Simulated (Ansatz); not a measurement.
# linear La chain, moments started antiparallel: one chain at several levels of theory, part 4 of 4

Aim: how far do the period, the moment and the conductance of the linear La chain, moments started antiparallel depend on the functional, the datasets and spin-orbit coupling, and at what cost?

Ansatz 0.2.0; DFT PBE, plane waves, PAW; relaxation of a chain's period (the session's first sound run).

So far. Step 11 (Relaxation of atoms and period, cutoff 1496.63 eV): The cell's length comes to 5.922 Å, -0.1 % against the first run, with no moment. The two atoms stand evenly on a line, so the true period is half of it. That is -25 % against the start, more than a small adjustment. Step 12 (Relaxation of atoms and period): The cell's length comes to 5.928 Å, +0.0 % against the first run, with spin left out. The two atoms stand evenly on a line, so the true period is half of it.

### 14. With spin-orbit coupling (continued)

Level of this step: DFT PBE, plane waves, fully relativistic PAW; channels of a perfect chain with spin-orbit coupling (Ansatz).

The slowest values at each energy, most degenerate partners merged, listed up to 1.5 1/Å. Table of Im kz of the slowest decaying states by energy, zero at the Fermi level:

```csv
energy (eV),decay 1 (Å⁻¹),decay 2 (Å⁻¹),decay 3 (Å⁻¹),decay 4 (Å⁻¹)
-0.420,0.506,0.635,0.881,0.894
-0.350,0.482,0.615,0.869,0.883
-0.315,0.469,0.605,0.864,0.877
-0.245,0.443,0.584,0.851,0.865
-0.175,0.414,0.562,0.839,0.853
-0.105,0.383,0.539,0.826,0.840
-0.070,0.367,0.527,0.820,0.834
0.000,0.330,0.502,0.806,0.821
0.070,0.289,0.474,0.793,0.808
0.105,0.265,0.460,0.786,0.801
0.175,0.00648,0.209,0.429,0.771
0.245,0.128,0.395,0.757,0.772
0.315,0.357,0.741,0.757,0.979
0.350,0.336,0.733,0.749,0.974
0.420,0.288,0.716,0.733,0.966
```

The electronic bands at the labelled points (eV, zero at the Fermi level):

```csv
point,band 17,band 18,band 19,band 20,band 21,band 22,band 23,band 24
Γ,-1.02,-1.02,-0.97,-0.97,-0.91,-0.91,-0.58,-0.58
halfway,-0.61,-0.61,-0.59,-0.59,-0.51,-0.51,0.23,0.23
Z,0.08,0.08,0.08,0.08,0.27,0.27,0.27,0.27
```

At the computed energy nearest the Fermi level there are 8 spinor channels, and the thermal average gives 4.00 G₀.

### 15. The same system on other settings

This step: DFT PBE, plane waves, PAW; channels and complex bands of a perfect chain; changed: output.transmission.bias = [0.5], scf.max_iter = 80 (Ansatz 0.2.0).

The input of the run on the perfect lead (PBE) is made doubtful on purpose. The ELF is not written this time.

File input.yaml:

```yaml
crystal:
  lattice:
    - [7.5, 0.0, 0.0]
    - [0.0, 7.5, 0.0]
    - [0.0, 0.0, 5.9277566877]
  atoms:
    - { symbol: La, position: [0.5, 0.5, 0.0] }
    - { symbol: La, position: [0.5, 0.5, 0.5] }
kpoints:
  mp_grid: { grid: [1, 1, 14] }
  band_path: { path: ["Γ", Z], npoints: 60 }
scf:
  occupations: { method: fermi_dirac, width: 0.05 }
  max_iter: 80
hamiltonian:
  xc: pbe
output:
  transmission:
    e_range: [-2, 2]
    de: 0.035
    kmesh: [1, 1]
    reduced_basis: true
    leads: [[0, 0]]
    bias: [0.5]
  dos: { projected: true, e_range: [-6, 4] }
  write_potential: true
  write_density: true
  volumetric_format: npy
```

Launch:

```sh
$ ansatz run input.yaml --threads 4 --pin off --max-ram 8192MiB --backend cpu --events-out ev --progress --plain --runs-dir out
```

Numbers of over 12 decimals in the logs are rounded to 6 here.

The log of the run:

```text
Error: YAML parse error: error: line 24 column 5: unknown field `bias`, expected one of leads, temperature, e_range, de, kmesh, mesh_tolerance, kpoints, reduced_basis
  --> <input>:24:5
   |
22 |     reduced_basis: true
23 |     leads: [[0, 0]]
24 |     bias: [0.5]
   |     ^ unknown field `bias`, expected one of leads, temperature, e_range, de, kmesh, mesh_tolerance, kpoints, reduced_basis
25 |   dos: { projected: true, e_range: [-6, 4] }
26 |   write_potential: true
   |
```

Wall time 0.01 s (4 threads of Arm Neoverse V2, shared host); peak memory 0.06 GiB.

The input was rejected at the start.

The program's message: “Error: YAML parse error: error: line 24 column 5: unknown field `bias`, expected one of leads, temperature, e_range, de, kmesh, mesh_tolerance, kpoints, reduced_basis”

The change that led to it: output.transmission.bias = [0.5].

### 16. The same system on other settings

This step: DFT PBE, plane waves, PAW; channels and complex bands of a perfect chain; changed: kpoints.mp_grid.grid = [1, 1, 18], basis.ecutwfc = "44.1 Ry" (Ansatz 0.2.0).

The atoms of the run on the perfect lead (PBE) are kept and the input is varied, to see whether the result depends on it. The ELF is not written this time.

input.yaml, the sections that differ from step 15:

```yaml
kpoints:
  mp_grid: { grid: [1, 1, 18] }
  band_path: { path: ["Γ", Z], npoints: 60 }
scf:
  occupations: { method: fermi_dirac, width: 0.05 }
output:
  transmission:
    e_range: [-2, 2]
    de: 0.035
    kmesh: [1, 1]
    reduced_basis: true
    leads: [[0, 0]]
  dos: { projected: true, e_range: [-6, 4] }
  write_potential: true
  write_density: true
  volumetric_format: npy
basis:
  ecutwfc: "44.1 Ry"
# crystal, hamiltonian: as in step 15
```

The log of the run:

```text
[...]
Crystal: 2 atoms, lattice volume = 333.436 Å³
Basis set: ecut = 600.011067 eV, 11039 PW (Γ)
Bands: 15, of which v1, the nominal top of the filled ones, is band 11 counted from 1 (10 counted from 0)
Symmetry: 32 space group operations
[...]
k-points: 10 of 18
[...]
k-point 9: bands = [... 7 lower, -16.8732, 0.2178, 0.2178, 0.4574, 0.4574, 0.4574, 0.4574, 0.9976]
--- Transmission ---
  basis      : 697 plane waves across, 9 finite elements along
  points     : 1, standing for a mesh of 1 x 1
[...]
crystal 0  : La2, at the sites [0, 0], period 5.9278 Å: whole cells are its period
[...]
filled         : 3.2 meV over the level at which it is neutral
    channels       : 4.000000e0 a spin
[...]
[key lines of the parts left out:]
SCF converged after 7 iterations
Free energy (F): -12496.008726 eV
Fermi energy:    0.130938 eV
```

Wall time 32 s (4 threads); peak memory 0.88 GiB.

This step gave:

```
energy at zero smearing                        : -12495.9918 eV
conductance of the lead as this run defines it : 4.000 G₀
```

Table of open channels of the lead, one spin by energy, zero at the Fermi level:

```csv
energy (eV),"open channels of the lead, one spin"
-1.195,0
-0.985,1
-0.810,3
-0.600,3
-0.390,4
-0.215,4
-0.005,4
0.205,4
0.415,5
0.590,5
0.800,6
1.010,6
1.185,3
1.395,1
1.605,1
1.815,3
```

It took 32 s against 23 s for the run it varies, and the conductance is 4.00 G₀ against 4.00 G₀.

The channels at the energy nearest the Fermi level, one spin and conductance of the lead as this run defines it stay within 0.2 % plus 0.001 of the run it varies.

### 17. Results

| Quantity | Value |
| --- | --- |
| cell length, PBE | 5.928 Å |
| cell length, RPBE | 5.998 Å |
| cell length, LDA | 5.728 Å |
| cell length, PBEsol | 5.824 Å |
| cell length, PBE, NC files | 5.922 Å |
| cell length, PBE, no spin | 5.928 Å |
| conductance, PBE | 4.00 G₀ |
| conductance, RPBE | 4.00 G₀ |
| conductance, LDA | 4.00 G₀ |
| conductance, PBEsol | 4.00 G₀ |
| conductance, with spin-orbit coupling | 4.00 G₀ |

What this shows: Under PBE the cell's length is 5.93 Å, no moment survives, and it is a metal with 4 channels a spin next to the Fermi level, 4.00 G₀ at 300 K. The cell's length spans 4.7 % over the functionals, shortest under LDA and longest under RPBE. A perfect wire passes every open channel, so the conductance counts half a G₀ for each forward-moving state at the Fermi level, spin by spin. At the relaxed period it is a straight line with bonds of 2.96 Å, as the straight start enforces by symmetry. Transport is coherent and elastic here: the atoms are frozen, so scattering by vibrations plays no part.

[Logs are printed without paths, hosts, clocks, repeated set-up lines and the standing remarks that a program may print on its own settings, such as how far it seeks lower states.]

[Hosts, paths, dates, database ids (printed as entryN), source tags and the programs' standing remarks are cut or masked in the printed files.]
